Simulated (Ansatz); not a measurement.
Density of states of BN (F-43m, a = 3.625 Å, b = 3.625 Å, c = 3.625 Å, α = 90.00°, β = 90.00°, γ = 90.00°), in states per eV and primitive cell, averaged over bins of 0.5 eV. Method: DFT PBE, scalar-relativistic, plane waves, PAW in Ansatz.

Plane waves to 420 eV, a k mesh through Γ of 12×12×12 on the computed 2-atom cell and Gaussian smearing (0.02 eV); no spin polarisation.

The cell is relaxed at this level. The states (both spins) are summed by tetrahedra on a 18×18×18 mesh at the self-consistent density. Energies are bin centres; the table starts no lower than −8 eV and ends at 6 eV, or lower where the solved bands end.

The gap is 4.46 eV at this level, with the zero inside it.

```csv
E − E_F (eV),total,N 2p,B 2p,N 2s,B 2s
-7.80,0.65,0.41,0.17,0.02,0.05
-7.30,0.79,0.51,0.22,0.02,0.04
-6.80,0.92,0.60,0.26,0.02,0.04
-6.30,0.88,0.59,0.24,0.01,0.03
-5.80,0.86,0.59,0.23,0.01,0.03
-5.30,0.85,0.60,0.21,0.01,0.02
-4.80,0.82,0.60,0.20,0.01,0.01
-4.30,0.77,0.58,0.17,0.01,0.01
-3.80,0.49,0.38,0.10,0.00,0.01
-3.30,0.34,0.27,0.06,0.00,0.00
-2.80,0.21,0.18,0.03,0.00,0.00
-2.30,0.05,0.04,0.01,0.00,0.00
-1.80,0.00,0.00,0.00,0.00,0.00
-1.30,0.00,0.00,0.00,0.00,0.00
-0.80,0.00,0.00,0.00,0.00,0.00
-0.30,0.00,0.00,0.00,0.00,0.00
0.20,0.00,0.00,0.00,0.00,0.00
0.70,0.00,0.00,0.00,0.00,0.00
1.20,0.00,0.00,0.00,0.00,0.00
1.70,0.00,0.00,0.00,0.00,0.00
2.20,0.00,0.00,0.00,0.00,0.00
2.70,0.05,0.00,0.03,0.02,0.00
3.20,0.09,0.00,0.05,0.03,0.00
3.70,0.13,0.01,0.07,0.03,0.00
4.20,0.18,0.01,0.09,0.04,0.01
4.70,0.23,0.02,0.12,0.05,0.01
5.20,0.30,0.04,0.16,0.06,0.01
5.70,0.38,0.05,0.21,0.06,0.02
```

The columns after the total are the Löwdin projections on the occupied valence shells of the potentials. The rest of the total lies in shells that are empty in the free atom, which aren't projected, and between the atoms.